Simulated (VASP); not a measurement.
# Ru (Im-3m) in VASP: single point with HSE06

Aim: the single point of Ru with HSE06.

All numbers are computed with VASP 6.6.1; they aren't measurements. Logs are shortened: lines on timing, memory, paths and dates and some standing lists are left out, and cuts for length are marked.

## (1) The structure

Symmetry: Im-3m, No. 229, cubic system. Conventional cell: a = 3.018 Å, b = 3.018 Å, c = 3.018 Å, α = 90.00°, β = 90.00°, γ = 90.00°. Ru (site symmetry m-3m) has 8 Ru at 2.61 Å as nearest neighbours.

This isn't the form of Ru at room conditions, which is hcp.

## (2) Single point, HSE06

File POSCAR:

```
Ru
1.0
   -1.5090900000      1.5090900000      1.5090900000
    1.5090900000     -1.5090900000      1.5090900000
    1.5090900000      1.5090900000     -1.5090900000
Ru
1
Direct
    0.0000000000      0.0000000000      0.0000000000
```

File INCAR.step1:

```
PREC = Accurate
ENCUT = 520
EDIFF = 1E-5
ISMEAR = 0
SIGMA = 0.1
LREAL = F
LASPH = T
NELM = 80
ALGO = Normal
ISIF = 2
LWAVE = T
LCHARG = F
GGA = PE
```

File INCAR.step2:

```
PREC = Accurate
ENCUT = 520
EDIFF = 1E-6
ISMEAR = 0
SIGMA = 0.1
LREAL = F
LASPH = T
NELM = 80
ALGO = Normal
ISIF = 2
LWAVE = F
LCHARG = F
GGA = PE
LHFCALC = T
HFSCREEN = 0.2
PRECFOCK = Fast
ISTART = 1
```

File KPOINTS:

```
regular mesh
0
Gamma
  10 10 10
```

Potentials or basis: VASP PAW PBE potentials, release 64 (Ru_pv).

On the command line:

```console
$ cat potpaw_PBE.64/Ru_pv/POTCAR > POTCAR
$ cp INCAR.step1 INCAR
$ mpirun -np 1 vasp_std > vasp.out
$ cp INCAR.step2 INCAR
$ mpirun -np 1 vasp_std > vasp.out
```

OUTCAR:

```text
PREC = Accurate
   ENCUT = 520
   EDIFF = 1E-6
   ISMEAR = 0
   LREAL = F
   LASPH = T
   NELM = 80
   ISIF = 2
   GGA = PE
   LHFCALC = T
   HFSCREEN = 0.2
   PRECFOCK = Fast
   ISTART = 1

 ion  position               nearest neighbor table
   1  0.000  0.000  0.000-

  LATTYP: Found a body centered cubic cell.
 ALAT       =     3.0181800000

  Lattice vectors:

 A1 = (  -1.5090900000,   1.5090900000,   1.5090900000)
 A2 = (   1.5090900000,  -1.5090900000,   1.5090900000)
 A3 = (   1.5090900000,   1.5090900000,  -1.5090900000)

Analysis of symmetry for initial positions (statically):
=====================================================================
 Subroutine PRICEL returns:
 Original cell was already a primitive cell.

 Routine SETGRP: Setting up the symmetry group for a
 body centered cubic supercell.

 Subroutine GETGRP returns: Found 48 space group operations
 (whereof 48 operations were pure point group operations)
 out of a pool of 48 trial point group operations.

The static configuration has the point symmetry O_h .

Analysis of symmetry for dynamics (positions and initial velocities):
=====================================================================
 Subroutine PRICEL returns:
 Original cell was already a primitive cell.

 Routine SETGRP: Setting up the symmetry group for a
 body centered cubic supercell.

 Subroutine GETGRP returns: Found 48 space group operations
 (whereof 48 operations were pure point group operations)
 out of a pool of 48 trial point group operations.

The dynamic configuration has the point symmetry O_h .

 Subroutine INISYM returns: Found 48 space group operations
 (whereof 48 operations are pure point group operations),
 and found     1 'primitive' translations

----------------------------------------------------------------------------------------

                                     Primitive cell

  volume of cell :      13.7469

  direct lattice vectors                    reciprocal lattice vectors
    -1.509090000  1.509090000  1.509090000     0.000000000  0.331325501  0.331325501
     1.509090000 -1.509090000  1.509090000     0.331325501  0.000000000  0.331325501
     1.509090000  1.509090000 -1.509090000     0.331325501  0.331325501  0.000000000

  length of vectors
     2.613820553  2.613820553  2.613820553     0.468565017  0.468565017  0.468565017

  position of ions in fractional coordinates (direct lattice)
     0.000000000  0.000000000  0.000000000

  ion indices of the primitive-cell ions
   primitive index   ion index
                 1           1

----------------------------------------------------------------------------------------

 KPOINTS: regular mesh

Automatic generation of k-mesh.
 Grid dimensions read from file:
 generate k-points for:   10   10   10

 Generating k-lattice:

  Cartesian coordinates                     Fractional coordinates (reciprocal lattice)
     0.000000000  0.033132550  0.033132550     0.100000000  0.000000000  0.000000000
     0.033132550  0.000000000  0.033132550     0.000000000  0.100000000  0.000000000
     0.033132550  0.033132550  0.000000000     0.000000000  0.000000000  0.100000000

  Length of vectors
     0.046856502  0.046856502  0.046856502

  Shift w.r.t. Gamma in fractional coordinates (k-lattice)
     0.000000000  0.000000000  0.000000000

 Subroutine IBZKPT returns following result:
 ===========================================

 Found     47 irreducible k-points:

 Following reciprocal coordinates:
            Coordinates               Weight
  0.000000  0.000000  0.000000      1.000000
  0.100000  0.000000  0.000000     12.000000
  0.200000  0.000000  0.000000     12.000000
  0.300000  0.000000  0.000000     12.000000
  0.400000  0.000000  0.000000     12.000000
  0.500000  0.000000  0.000000      6.000000
[... 16 lines left out ...]
  0.300000  0.300000  0.100000      8.000000
 -0.300000  0.300000  0.100000     24.000000
 [... further k-points ...]
   k-points           NKPTS =     47   k-points in BZ     NKDIM =   1000   number of bands    NBANDS=     11
   number of dos      NEDOS =    301   number of ions     NIONS =      1
   total plane-waves  NPLWV =   8000
   dimension x,y,z NGX =    20 NGY =   20 NGZ =   20
   dimension x,y,z NGXF=    40 NGYF=   40 NGZF=   40
   ions per type =               1
   NGX,Y,Z   is equivalent  to a cutoff of  12.72, 12.72, 12.72 a.u.
   NGXF,Y,Z  is equivalent  to a cutoff of  25.44, 25.44, 25.44 a.u.
 SYSTEM =  unknown system
   PREC   = accura    normal or accurate (medium, high low for compatibility)
   ISTART =      1    job   : 0-new  1-cont  2-samecut
   ICHARG =      0    charge: 1-file 2-atom 10-const
   ISPIN  =      1    spin polarized calculation?
   LNONCOLLINEAR =      F non collinear calculations
   LSORBIT =      F    spin-orbit coupling
   LASPH  =      T    aspherical Exc in radial PAW
   ENCUT  =  520.0 eV  38.22 Ry    6.18 a.u.   4.86  4.86  4.86*2*pi/ulx,y,z
   NELM   =     80;   NELMIN=  2; NELMDL=  0     # of ELM steps
   EDIFF  = 0.1E-05   stopping-criterion for ELM
   LREAL  =      F    real-space projection
   EDIFFG = 0.1E-04   stopping-criterion for IOM
   NSW    =      0    number of steps for IOM
   IBRION =     -1    ionic relax: 0-MD 1-quasi-New 2-CG
   NFREE  =      0    steps in history (QN), initial steepest desc. (CG)
   ISIF   =      2    stress and relaxation
   ISYM   =      3    0-nonsym 1-usesym 2-fastsym
   POTIM  = 0.5000    time-step for ionic-motion
   TEBEG  =    0.0;   TEEND  =   0.0 temperature during run
   PSTRESS=    0.0 pullay stress
   NELECT =      14.0000    total number of electrons
   NUPDOWN=      -1.0000    fix difference up-down
   EMIN   =  10.00;   EMAX   =-10.00  energy-range for DOS
   EFERMI =   0.00;   METHOD = LEGACY
   ISMEAR =     0;   SIGMA  =   0.10  broadening in eV -4-tet -1-fermi 0-gaus
   EFERMI_NEDOS =   21; number of points for ismear=-14 and -15
   IALGO  =     38    algorithm
   IMIX   =      1    mixing-type and parameters
     AMIX     =   0.40;   BMIX     =  1.00
     AMIX_MAG =   1.60;   BMIX_MAG =  1.00
  volume/ion in A,a.u.               =      13.75        92.77
  Fermi-wavevector in a.u.,A,eV,Ry     =   1.647084  3.112537 36.911043  2.712885
  Thomas-Fermi vector in A             =   2.736603
   LORBIT       =      0    0 simple, 1 ext, 2 COOP (PROOUT), +10 PAW based schemes
   GGA     = PE    functional components
   LHFCALC =     T    Hartree Fock is set to
   PRECFOCK=fast      Normal, Fast or Accurate (Low or Medium for compatibility)
   ENCUT4O =  -1.0   cutoff for four orbital integrals eV
   NKREDX  =     1    reduce k-point grid by
   NKREDY  =     1    reduce k-point grid by
   NKREDZ  =     1    reduce k-point grid by
   AEXX    =    0.2500 exact exchange contribution
   HFSCREEN=    0.2000 screening length (either q_TF or 0.3 A-1)
   HFSCREENC=   0.2000 screening length for correlation (either q_TF or 0.3 A-1)
   ENCUTFOCK=  -1.0 apply spherical cutoff to Coloumb kernel
   IVDW    =     0    specifies the selected vdW correction
   LEPSILON=     F    determine dielectric tensor
   LRPA    =     F    only Hartree local field effects (RPA)
 non-spin polarized calculation
 Gauss-broadening in eV      SIGMA  =   0.10
  energy-cutoff  :      520.00
  volume of cell :       13.75
 maximum number of plane-waves:       382
  NGX = 14; NGY = 14; NGZ = 14

 number of electron      13.9999995 magnetization

 Free energy of the ion-electron system (eV)
  ---------------------------------------------------
  ext. energy  EPLUGINS =         0.00000000
  ---------------------------------------------------
  free energy    TOTEN  =       -10.15161110 eV

  energy without entropy =      -10.14618024  energy(sigma->0) =      -10.14889567

 E-fermi :  12.4519     XC(G=0): -11.3912

 val. band max:       12.3802965746   @ k =  -0.3000   0.3000   0.1000
 cond. band min:      12.4577901610   @ k =   0.0000   0.0000   0.0000
 fundamental gap:      0.0774935864
 Fermi energy:        12.4518826581

 k-point     1 :       0.0000    0.0000    0.0000
  band No.  band energies     occupation
      1     -33.1092      2.00000
      2     -33.1092      2.00000
      3     -33.1092      2.00000
      4       3.4268      2.00000
      5       8.8267      2.00000
      6       8.8267      2.00000
      7       8.8267      2.00000
      8      12.4578      0.93342
      9      12.4578      0.93337
     10      26.8453      0.00000
     11      30.8375      0.00000

 k-point     2 :       0.1000    0.0000    0.0000
  band No.  band energies     occupation
      1     -33.2315      2.00000
      2     -33.1475      2.00000
      3     -33.1127      2.00000
      4       3.9188      2.00000
      5       8.6080      2.00000
      6       8.8243      2.00000
      7       9.2831      2.00000
      8      12.1544      1.99997
      9      12.5055      0.44789
     10      26.8453      0.00000
     11      31.0658      0.00000

 k-point     3 :       0.2000    0.0000    0.0000
  band No.  band energies     occupation
      1     -33.5448      2.00000
      2     -33.2469      2.00000
      3     -33.1212      2.00000
      4       5.0760      2.00000
      5       8.0734      2.00000
      6       8.8936      2.00000
      7      10.5902      2.00000
      8      11.7641      2.00000
      9      12.6525      0.00454
     10      26.8453      0.00000
     11      30.9001      0.00000

 k-point     4 :       0.3000    0.0000    0.0000
  band No.  band energies     occupation
      1     -33.9193      2.00000
      2     -33.3681      2.00000
      3     -33.1310      2.00000
      4       5.6652      2.00000
      5       7.4749      2.00000
      6       9.9824      2.00000
      7      11.8570      2.00000
      8      12.4989      0.50647
      9      12.8864      0.00000
     10      26.8449      0.00000
     11      28.9454      0.00000

 k-point     5 :       0.4000    0.0000    0.0000
  band No.  band energies     occupation
      1     -34.2124      2.00000
      2     -33.4643      2.00000
      3     -33.1384      2.00000
      4       5.3881      2.00000
      5       7.0310      2.00000
      6      11.9267      2.00000
      7      12.5206      0.33126
      8      13.1271      0.00000
      9      14.4066      0.00000
     10      25.7197      0.00000
     11      26.8487      0.00000
[... 211 lines left out ...]
 k-point    21 :       0.3000    0.2000    0.1000
  band No.  band energies     occupation
      1     -34.0745      2.00000
      2     -33.6601      2.00000
      3     -33.3486      2.00000
      4       6.6519      2.00000
      5       7.3774      2.00000
      6       9.4109      2.00000
      7      12.8169      0.00000
      8      13.2856      0.00000
      9      20.1227      0.00000
     10      23.9731      0.00000
     11      26.7812      0.00000

 k-point    22 :      -0.2000    0.2000    0.1000
  band No.  band energies     occupation
      1     -33.5492      2.00000
      2     -33.2873      2.00000
      3     -33.2130      2.00000
      4       5.5115      2.00000
      5       8.4880      2.00000
      6       8.9315      2.00000
      7      10.4640      2.00000
      8      10.7521      2.00000
      9      13.3049      0.00000
     10      26.8453      0.00000
     11      31.3027      0.00000

 k-point    23 :       0.3000    0.3000    0.1000
  band No.  band energies     occupation
      1     -33.8832      2.00000
      2     -33.8832      2.00000
      3     -33.3850      2.00000
      4       6.6921      2.00000
      5       8.4098      2.00000
      6       8.4098      2.00000
      7      13.1384      0.00000
      8      13.1384      0.00000
      9      23.1578      0.00000
     10      23.1578      0.00000
     11      23.4185      0.00000

 k-point    24 :      -0.3000    0.3000    0.1000
  band No.  band energies     occupation
      1     -33.9030      2.00000
      2     -33.4103      2.00000
      3     -33.2183      2.00000
      4       6.0959      2.00000
      5       7.9284      2.00000
      6       9.3226      2.00000
      7      11.1333      2.00000
      8      12.3803      1.68864
      9      13.7775      0.00000
     10      26.8449      0.00000
     11      28.8872      0.00000

 [... further k-points ...]

------------------------ aborting loop because EDIFF is reached ----------------------------------------

  FORCE on cell =-STRESS in cart. coord.  units (eV):
  Direction    XX          YY          ZZ          XY          YZ          ZX
  --------------------------------------------------------------------------------------
  -------------------------------------------------------------------------------------
  Total       -0.1586632     -0.1586632     -0.1586632      0.0000000      0.0000000     -0.0000000
  in kB      -18.4918936    -18.4918936    -18.4918936      0.0000000      0.0000000     -0.0000000
  external PRESSURE =     -18.4918936 kB  Pullay stress =       0.0000000 kB

 VOLUME and BASIS-vectors are now :
 -----------------------------------------------------------------------------
  energy-cutoff  :      520.00
  volume of cell :       13.75
      direct lattice vectors                 reciprocal lattice vectors
    -1.509090000  1.509090000  1.509090000     0.000000000  0.331325501  0.331325501
     1.509090000 -1.509090000  1.509090000     0.331325501  0.000000000  0.331325501
     1.509090000  1.509090000 -1.509090000     0.331325501  0.331325501  0.000000000

 POSITION                                       TOTAL-FORCE (eV/Angst)
 -----------------------------------------------------------------------------------
      0.00000      0.00000      0.00000         0.000000     -0.000000     -0.000000
 -----------------------------------------------------------------------------------
    total drift:                                0.000000      0.000001     -0.000001

  FREE ENERGIE OF THE ION-ELECTRON SYSTEM (eV)
  ---------------------------------------------------
  free  energy   TOTEN  =       -10.1516110967 eV

  energy  without entropy=      -10.1461802444  energy(sigma->0) =      -10.14889567
```

It took 43 min on 1 thread of Intel Xeon 6975P-C (Granite Rapids), shared host; peak memory 0.25 GiB.

Results:

```
Free energy            : -10.1516 eV
Pressure               : -1.8 GPa
Band gap on the k mesh : none (metal or under the smearing width)
```

Levels at points of the mesh, in eV from the Fermi level:
| k point | band 5 | band 6 | band 7 | band 8 | band 9 | band 10 |
| --- | --- | --- | --- | --- | --- | --- |
| (0.00, 0.00, 0.00) | -3.63 | -3.63 | -3.63 | 0.01 | 0.01 | 14.39 |
| (0.50, 0.00, 0.00) | -5.58 | -0.23 | 0.78 | 1.28 | 2.82 | 11.62 |
| (0.50, 0.50, 0.50) | -7.32 | 2.11 | 2.11 | 2.11 | 10.36 | 10.36 |

Caveat: the PAW data sets were made with another functional, which shifts forces and pressure a little.
